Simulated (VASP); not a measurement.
# CdTe (F-43m) in VASP: further runs, part 2 of 2

VASP 6.6.1. Earlier steps stand in the parts before.

### Step 3. Relaxation of cell and atoms, LDA

This run uses another cell than the first one, of 33.12 Å³/atom, 1.006 times its volume.

INCAR

```
SYSTEM = CdTe
  ALGO = Normal
  EDIFF = 1E-7
  EDIFFG = -0.005
  ENCUT = 600
  GGA = CA
  IBRION = 2
  ISIF = 3
  ISMEAR = 0
  LASPH = .True.
  LCHARG = .False.
  LREAL = .False.
  LWAVE = .False.
  NELM = 80
  NSW = 90
  PREC = Accurate
  SIGMA = 0.03
```

KPOINTS

```
k-points
0
Gamma
  8 8 8
  0 0 0
```

POSCAR

```
CdTe                                    
1.0
   -0.0000000000      3.2114991922      3.2114991922
    3.2114991922     -0.0000000000      3.2114991922
    3.2114991922      3.2114991922     -0.0000000000
  Cd              Te            
     1     1
Direct
     0.0000000000000000    0.0000000000000000    0.0000000000000000
     0.2500000000000000    0.2500000000000000    0.2500000000000000
```

Potentials or basis: VASP PAW LDA potentials, release 64 (Cd, Te).

Run with:

```bash
> cat potpaw_LDA.64/Cd/POTCAR potpaw_LDA.64/Te/POTCAR > POTCAR
> mpirun -np 1 vasp_std > vasp.out
```

OUTCAR:

```text
SYSTEM = CdTe
   EDIFF = 1E-7
   EDIFFG = -0.005
   ENCUT = 600
   GGA = CA
   IBRION = 2
   ISIF = 3
   ISMEAR = 0
   LASPH = .True.
   LREAL = .False.
   NELM = 80
   NSW = 90
   PREC = Accurate

 ion  position               nearest neighbor table
   1  0.000  0.000  0.000-   2 2.78   2 2.78   2 2.78   2 2.78
   2  0.250  0.250  0.250-   1 2.78   1 2.78   1 2.78   1 2.78

  LATTYP: Found a face centered cubic cell.
 ALAT       =     6.4229983844

  Lattice vectors:

 A1 = (   0.0000000000,   3.2114991922,   3.2114991922)
 A2 = (   3.2114991922,   0.0000000000,   3.2114991922)
 A3 = (   3.2114991922,   3.2114991922,   0.0000000000)

Analysis of symmetry for initial positions (statically):
=====================================================================
 Subroutine PRICEL returns:
 Original cell was already a primitive cell.

 Routine SETGRP: Setting up the symmetry group for a
 face centered cubic supercell.

 Subroutine GETGRP returns: Found 24 space group operations
 (whereof 24 operations were pure point group operations)
 out of a pool of 48 trial point group operations.

The static configuration has the point symmetry T_d .

Analysis of symmetry for dynamics (positions and initial velocities):
=====================================================================
 Subroutine PRICEL returns:
 Original cell was already a primitive cell.

 Routine SETGRP: Setting up the symmetry group for a
 face centered cubic supercell.

 Subroutine GETGRP returns: Found 24 space group operations
 (whereof 24 operations were pure point group operations)
 out of a pool of 48 trial point group operations.

The dynamic configuration has the point symmetry T_d .

 Subroutine INISYM returns: Found 24 space group operations
 (whereof 24 operations are pure point group operations),
 and found     1 'primitive' translations

----------------------------------------------------------------------------------------

                                     Primitive cell

  volume of cell :      66.2451

  direct lattice vectors                    reciprocal lattice vectors
     0.000000000  3.211499192  3.211499192    -0.155690526  0.155690526  0.155690526
     3.211499192  0.000000000  3.211499192     0.155690526 -0.155690526  0.155690526
     3.211499192  3.211499192  0.000000000     0.155690526  0.155690526 -0.155690526

  length of vectors
     4.541745713  4.541745713  4.541745713     0.269663902  0.269663902  0.269663902

  position of ions in fractional coordinates (direct lattice)
     0.000000000  0.000000000  0.000000000
     0.250000000  0.250000000  0.250000000

  ion indices of the primitive-cell ions
   primitive index   ion index
                 1           1
                 2           2

----------------------------------------------------------------------------------------

 KPOINTS: k-points

Automatic generation of k-mesh.
 Grid dimensions read from file:
 generate k-points for:    8    8    8

 Generating k-lattice:

  Cartesian coordinates                     Fractional coordinates (reciprocal lattice)
    -0.019461316  0.019461316  0.019461316     0.125000000  0.000000000  0.000000000
     0.019461316 -0.019461316  0.019461316     0.000000000  0.125000000  0.000000000
     0.019461316  0.019461316 -0.019461316     0.000000000  0.000000000  0.125000000
[... 53 lines left out ...]
   LSORBIT =      F    spin-orbit coupling
   LASPH  =      T    aspherical Exc in radial PAW
   ENCUT  =  600.0 eV  44.10 Ry    6.64 a.u.   9.07  9.07  9.07*2*pi/ulx,y,z
   NELM   =     80;   NELMIN=  2; NELMDL= -5     # of ELM steps
   EDIFF  = 0.1E-06   stopping-criterion for ELM
   LREAL  =      F    real-space projection
   EDIFFG = -.5E-02   stopping-criterion for IOM
   NSW    =     90    number of steps for IOM
   IBRION =      2    ionic relax: 0-MD 1-quasi-New 2-CG
   NFREE  =      1    steps in history (QN), initial steepest desc. (CG)
   ISIF   =      3    stress and relaxation
   ISYM   =      2    0-nonsym 1-usesym 2-fastsym
   POTIM  = 0.5000    time-step for ionic-motion
   TEBEG  =    0.0;   TEEND  =   0.0 temperature during run
   PSTRESS=    0.0 pullay stress
   NELECT =      18.0000    total number of electrons
   NUPDOWN=      -1.0000    fix difference up-down
   EMIN   =  10.00;   EMAX   =-10.00  energy-range for DOS
   EFERMI =   0.00;   METHOD = LEGACY
   ISMEAR =     0;   SIGMA  =   0.03  broadening in eV -4-tet -1-fermi 0-gaus
   EFERMI_NEDOS =   21; number of points for ismear=-14 and -15
   IALGO  =     38    algorithm
   IMIX   =      4    mixing-type and parameters
     AMIX     =   0.40;   BMIX     =  1.00
     AMIX_MAG =   1.60;   BMIX_MAG =  1.00
  volume/ion in A,a.u.               =      33.12       223.52
  Fermi-wavevector in a.u.,A,eV,Ry     =   1.060347  2.003765 15.297505  1.124335
  Thomas-Fermi vector in A             =   2.195724
   LORBIT       =      0    0 simple, 1 ext, 2 COOP (PROOUT), +10 PAW based schemes
   GGA     = CA    functional components
   LHFCALC =     F    Hartree Fock is set to
   AEXX    =    0.0000 exact exchange contribution
   IVDW    =     0    specifies the selected vdW correction
   LEPSILON=     F    determine dielectric tensor
   LRPA    =     F    only Hartree local field effects (RPA)
 conjugate gradient relaxation of ions
 non-spin polarized calculation
 Gauss-broadening in eV      SIGMA  =   0.03
  energy-cutoff  :      600.00
  volume of cell :       66.25
 maximum number of plane-waves:      2229
   NGX = 19   NGY = 19   NGZ = 19

--------------------------------------- Ionic step        1  -------------------------------------------

 number of electron      17.9999994 magnetization

 Free energy of the ion-electron system (eV)
  ---------------------------------------------------
  ext. energy  EPLUGINS =         0.00000000
  ---------------------------------------------------
  free energy    TOTEN  =        -6.05087048 eV

  energy without entropy =       -6.05087048  energy(sigma->0) =       -6.05087048

------------------------ aborting loop because EDIFF is reached ----------------------------------------

  FORCE on cell =-STRESS in cart. coord.  units (eV):
  Direction    XX          YY          ZZ          XY          YZ          ZX
  --------------------------------------------------------------------------------------
  -------------------------------------------------------------------------------------
  Total       -0.0347711     -0.0347711     -0.0347711     -0.0000000      0.0000000      0.0000000
  in kB       -0.8409609     -0.8409609     -0.8409609     -0.0000000      0.0000000      0.0000000
  external PRESSURE =      -0.8409609 kB  Pullay stress =       0.0000000 kB
[... 59 lines left out ...]
--------------------------------------- Ionic step        3  -------------------------------------------

 number of electron      17.9999995 magnetization

 Free energy of the ion-electron system (eV)
  ---------------------------------------------------
  ext. energy  EPLUGINS =         0.00000000
  ---------------------------------------------------
  free energy    TOTEN  =        -6.05089667 eV

  energy without entropy =       -6.05089667  energy(sigma->0) =       -6.05089667

 E-fermi :   2.5685     XC(G=0):  -9.0703

 val. band max:        2.4229381155   @ k =   0.0000   0.0000   0.0000
 cond. band min:       3.0623054865   @ k =   0.0000   0.0000   0.0000
 fundamental gap:      0.6393673709
 Fermi energy:         2.5684560495

 k-point     1 :       0.0000    0.0000    0.0000
  band No.  band energies     occupation
      1      -8.9852      2.00000
      2      -5.9727      2.00000
      3      -5.9727      2.00000
      4      -5.9727      2.00000
      5      -5.6869      2.00000
      6      -5.6869      2.00000
      7       2.4229      2.00000
      8       2.4229      2.00000
      9       2.4229      2.00000
     10       3.0623      0.00000
     11       6.9041      0.00000
     12       6.9041      0.00000
     13       6.9041      0.00000
[... 354 lines left out ...]
  band No.  band energies     occupation
      1      -8.4879      2.00000
      2      -5.8768      2.00000
      3      -5.8623      2.00000
      4      -5.7055      2.00000
      5      -5.6817      2.00000
      6      -5.2162      2.00000
      7      -2.0373      2.00000
      8       0.2144      2.00000
      9       1.0637      2.00000
     10       5.5989      0.00000
     11       6.8577      0.00000
     12       8.3385      0.00000
     13       9.5428      0.00000

 [... further k-points ...]

------------------------ aborting loop because EDIFF is reached ----------------------------------------

  FORCE on cell =-STRESS in cart. coord.  units (eV):
  Direction    XX          YY          ZZ          XY          YZ          ZX
  --------------------------------------------------------------------------------------
  -------------------------------------------------------------------------------------
  Total        0.0005107      0.0005107      0.0005107     -0.0000000     -0.0000000     -0.0000000
  in kB        0.0123719      0.0123719      0.0123719     -0.0000000     -0.0000000     -0.0000000
  external PRESSURE =       0.0123719 kB  Pullay stress =       0.0000000 kB
[... 17 lines left out ...]
  FREE ENERGIE OF THE ION-ELECTRON SYSTEM (eV)
  ---------------------------------------------------
  free  energy   TOTEN  =        -6.0508966668 eV

  energy  without entropy=       -6.0508966668  energy(sigma->0) =       -6.05089667

 reached required accuracy - stopping structural energy minimisation
```

OSZICAR:

```text
N       E                     dE             d eps       ncg     rms          rms(c)
DAV:   1     0.114047829189E+03    0.11405E+03   -0.90787E+03   762   0.135E+03
DAV:   2    -0.141868086155E+01   -0.11547E+03   -0.11087E+03   824   0.297E+02
DAV:   3    -0.624191543411E+01   -0.48232E+01   -0.48059E+01   949   0.626E+01
[... 21 lines left out ...]
DAV:   2    -0.605091163612E+01    0.13293E-03   -0.37434E-04   809   0.316E-01    0.304E-02
DAV:   3    -0.605089892177E+01    0.12714E-04   -0.32228E-05   809   0.617E-02    0.253E-02
DAV:   4    -0.605089681565E+01    0.21061E-05   -0.33398E-06   819   0.156E-02    0.493E-03
DAV:   5    -0.605089667427E+01    0.14138E-06   -0.37886E-07   754   0.859E-03    0.332E-03
DAV:   6    -0.605089666682E+01    0.74476E-08   -0.85881E-08   377   0.309E-03
   3 F= -.60508967E+01 E0= -.60508967E+01  d E =-.261875E-04
```

CONTCAR:

```text
CdTe
   1.00000000000000
    -0.0000000000000000    3.2097955496120578    3.2097955496120578
     3.2097955496120578    0.0000000000000000    3.2097955496120578
     3.2097955496120578    3.2097955496120578    0.0000000000000000
  Cd              Te
     1     1
Direct
     0.0000000000000000    0.0000000000000000    0.0000000000000000
     0.2500000000000000    0.2500000000000000    0.2500000000000000

  0.00000000E+00  0.00000000E+00  0.00000000E+00
  0.00000000E+00  0.00000000E+00  0.00000000E+00
```

It took 1.9 min on 1 thread of AMD EPYC 7R43 (Zen 3), shared host; peak memory 0.17 GiB.

Results:

```
Free energy                            : -6.0509 eV
Relaxed volume                         : 33.07 Å³/atom
Relaxed cell                           : a = 4.539 Å, b = 4.539 Å, c = 4.539 Å, α = 60.00°, β = 60.00°, γ = 60.00°
Space group after relaxing (to 0.05 Å) : F-43m (No. 216)
Energy gained by relaxing              : 0.0 meV/atom
Ionic steps                            : 3
Pressure after relaxing                : 0.0 GPa
Band gap on the k mesh                 : 0.64 eV, direct
```

Final structure:
```
Cd Te
1.0
     0.00000    3.20980    3.20980
     3.20980    0.00000    3.20980
     3.20980    3.20980    0.00000
Cd Te
1 1
Direct
  0.00000 0.00000 0.00000
  0.25000 0.25000 0.25000
```

Caveat: spin-orbit coupling is left out, which moves the levels of the heavy elements.

### Step 4. Relaxation of cell and atoms, r2SCAN

INCAR

```
PREC = Accurate
ENCUT = 600
EDIFF = 1E-6
ISMEAR = 0
SIGMA = 0.03
LREAL = False
LASPH = True
NELM = 80
ALGO = Normal
ISIF = 3
LWAVE = False
LCHARG = False
METAGGA = R2SCAN
LMIXTAU = True
IBRION = 2
NSW = 90
EDIFFG = -0.01
```

KPOINTS

```
Automatic mesh
0
Gamma
  8 8 8
```

POSCAR

```
CdTe
1.0
    0.0000000000      3.2050000000      3.2050000000
    3.2050000000      0.0000000000      3.2050000000
    3.2050000000      3.2050000000      0.0000000000
Cd Te
1 1
Direct
    0.0000000000      0.0000000000      0.0000000000
    0.2500000000      0.2500000000      0.2500000000
```

Potentials or basis: VASP PAW PBE potentials, release 64 (Cd, Te).

Run with:

```bash
> cat potpaw_PBE.64/Cd/POTCAR potpaw_PBE.64/Te/POTCAR > POTCAR
> mpirun -np 1 vasp_std > vasp.out
```

Run time: 3.7 min. Hardware: 1 thread of Intel Xeon Platinum 8488C (Sapphire Rapids), shared host; peak memory 0.26 GiB.

The run converged. Its results:

| Item | Value |
| --- | --- |
| Free energy | -46.6444 eV |
| Relaxed volume | 35.30 Å³/atom |
| Relaxed cell | a = 4.639 Å, b = 4.639 Å, c = 4.639 Å, α = 60.00°, β = 60.00°, γ = 60.00° |
| Space group after relaxing (to 0.05 Å) | F-43m (No. 216) |
| Energy gained by relaxing | 23.1 meV/atom |
| Ionic steps | 3 |
| Pressure after relaxing | 0.0 GPa |
| Band gap on the k mesh | 1.15 eV, direct |

Step by step:
| step | energy change (eV) | largest force (eV/Å) | pressure (GPa) | volume (Å³) |
| --- | --- | --- | --- | --- |
| 1 | 0.0000 | 0.0000 | 3.32 | 65.84 |
| 2 | -0.0398 | 0.0000 | -1.02 | 72.57 |
| 3 | -0.0462 | 0.0000 | 0.01 | 70.60 |

Final structure:
```xyz
2
Lattice="0.0000 3.2804 3.2804 3.2804 0.0000 3.2804 3.2804 3.2804 0.0000" Properties=species:S:1:pos:R:3 pbc="T T T"
Cd    0.0000    0.0000    0.0000
Te    1.6402    1.6402    1.6402
```

Levels at points of the mesh, in eV from the valence-band top:
| k point | band 6 | band 7 | band 8 | band 9 | band 10 | band 11 | band 12 | band 13 |
| --- | --- | --- | --- | --- | --- | --- | --- | --- |
| (0.00, 0.00, 0.00) | -8.19 | 0.00 | 0.00 | 0.00 | 1.15 | 5.06 | 5.06 | 5.06 |
| (0.50, 0.00, 0.00) | -7.84 | -4.28 | -0.74 | -0.74 | 2.19 | 5.60 | 5.60 | 7.38 |
| (0.50, 0.50, 0.00) | -7.70 | -4.17 | -1.79 | -1.79 | 2.96 | 2.99 | 9.25 | 9.63 |

Caveat: the PAW data sets were made with another functional, which shifts forces and pressure a little; spin-orbit coupling is left out, which moves the levels of the heavy elements. r2SCAN opens gaps a little over a GGA but as a rule still falls short of measured ones.

### Step 5. Relaxation of cell and atoms, r2SCAN

This run uses another cell than the first one, of 35.30 Å³/atom, 1.072 times its volume.

Edit INCAR of step 4 so:

```diff
@@ -2,3 +2,3 @@
 ENCUT = 600
-EDIFF = 1E-6
+EDIFF = 1E-7
 ISMEAR = 0
@@ -16,2 +16,2 @@
 NSW = 90
-EDIFFG = -0.01
+EDIFFG = -0.005
```

KPOINTS is that of step 4.

POSCAR

```
CdTe                                    
1.0
    0.0000000000      3.2804065418      3.2804065418
    3.2804065418      0.0000000000      3.2804065418
    3.2804065418      3.2804065418     -0.0000000000
  Cd              Te            
     1     1
Direct
     0.0000000000000000    0.0000000000000000    0.0000000000000000
     0.2500000000000000    0.2500000000000000    0.2500000000000000
```

Run with:

```bash
> cat potpaw_PBE.64/Cd/POTCAR potpaw_PBE.64/Te/POTCAR > POTCAR
> mpirun -np 1 vasp_std > vasp.out
```

Run time: 2.9 min. Hardware: 1 thread of Intel Xeon Platinum 8488C (Sapphire Rapids), shared host; peak memory 0.27 GiB.

The run converged. Its results:

```yaml
Free_energy: -46.6457 eV
Pressure_after_relaxing: 0.0 GPa
Band_gap_on_the_k_mesh: 1.15 eV, direct
```

Final structure:
```xyz
2
Lattice="0.0000 3.2804 3.2804 3.2804 0.0000 3.2804 3.2804 3.2804 0.0000" Properties=species:S:1:pos:R:3 pbc="T T T"
Cd    0.0000    0.0000    0.0000
Te    1.6402    1.6402    1.6402
```

Levels at points of the mesh, in eV from the valence-band top:
```csv
k point,band 5,band 6,band 7,band 8,band 9,band 10,band 11,band 12,band 13
"(0.00, 0.00, 0.00)",-8.19,-8.19,0.00,0.00,0.00,1.15,5.06,5.06,5.06
"(0.50, 0.00, 0.00)",-8.18,-7.84,-4.28,-0.74,-0.74,2.19,5.60,5.60,7.38
"(0.50, 0.50, 0.00)",-8.16,-7.70,-4.17,-1.79,-1.79,2.96,2.99,9.25,9.63
```

Caveat: the relaxation stopped at its first step, so nothing moved; the PAW data sets were made with another functional, which shifts forces and pressure a little; spin-orbit coupling is left out, which moves the levels of the heavy elements.
